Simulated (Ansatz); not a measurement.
## AlN: distorted cells

These are results of DFT PBE, scalar-relativistic, plane waves, PAW in Ansatz, not measurements.

Plane waves to 420 eV, a k mesh through Γ of 10×10×10 on the computed 2-atom cell and Gaussian smearing (0.02 eV); no spin polarisation.

Reference cell:

```yaml
crystal:
  lattice:
    - [0.00000, 2.03452, 2.03452]
    - [2.03452, 0.00000, 2.03452]
    - [2.03452, 2.03452, 0.00000]
  atoms:
    - { symbol: Al, position: [0.50000, 0.50000, 0.50000] }
    - { symbol: N, position: [0.00000, 0.00000, 0.00000] }
```

Each variant moves atoms of this cell by the vectors given, if any (Å), and then applies a symmetric strain (tensor components, Cartesian axes). The reference cell isn't relaxed at this level. Energies are per atom at zero smearing, counted from the lowest variant. Pressure is positive in compression.

1. strain (xx yy zz yz xz xy, %) 2.77 2.31 5.54 0.66 0.75 -0.08; moves: Al1 (-0.048, -0.013, 0.034); N2 (0.048, 0.013, -0.034)
2. strain (xx yy zz yz xz xy, %) 1.03 1.03 1.03 4.00 4.00 4.00
3. strain (xx yy zz yz xz xy, %) -0.07 -1.24 -1.89 -0.33 -0.45 0.14; moves: Al1 (0.027, 0.012, -0.004); N2 (-0.027, -0.012, 0.004)
4. no strain; moves: Al1 (0.043, -0.002, -0.144)
5. no strain; moves: N2 (0.000, 0.090, 0.000)
6. strain (xx yy zz yz xz xy, %) -0.69 3.63 -1.05 0.13 0.55 0.78; moves: Al1 (-0.108, 0.016, 0.103); N2 (0.108, -0.016, -0.103)
7. strain (xx yy zz yz xz xy, %) 4.31 4.31 4.31 1.00 -1.00 1.00; moves: Al1 (0.144, -0.144, 0.144); N2 (-0.144, 0.144, -0.144)
8. strain (xx yy zz yz xz xy, %) 1.96 -1.04 -1.04 0.00 0.00 0.00
9. strain (xx yy zz yz xz xy, %) -0.74 -0.74 -0.74 0.00 0.00 0.00
10. strain (xx yy zz yz xz xy, %) 2.86 2.86 2.86 0.00 0.00 0.00
11. strain (xx yy zz yz xz xy, %) 1.87 1.87 1.87 0.00 0.00 0.00
12. strain (xx yy zz yz xz xy, %) 3.80 3.80 -5.20 0.00 0.00 0.00

```tsv
result	ΔE (meV/atom)	P (GPa)	largest force (eV/Å)	gap on mesh (eV)
A	155.9	-4.71	0.00	2.79
B	275.1	-1.60	1.23	2.49
C	36.2	-1.06	0.00	3.69
D	15.3	-12.30	0.00	3.93
E	188.4	10.94	2.55	3.70
F	40.1	-17.78	0.00	3.67
G	0.0	6.17	0.00	4.66
H	0.3	1.08	0.00	4.24
I	10.1	1.55	0.64	4.42
J	36.2	3.82	1.14	4.38
K	79.1	-19.08	0.45	3.18
L	12.4	9.70	0.41	4.58
```

Q: Which variant gave which result?

A: A is 2, B is 7, C is 12, D is 11, E is 6, F is 10, G is 9, H is 8, I is 5, J is 4, K is 1, L is 3.

This rock-salt form isn't the usual stable structure of the compound.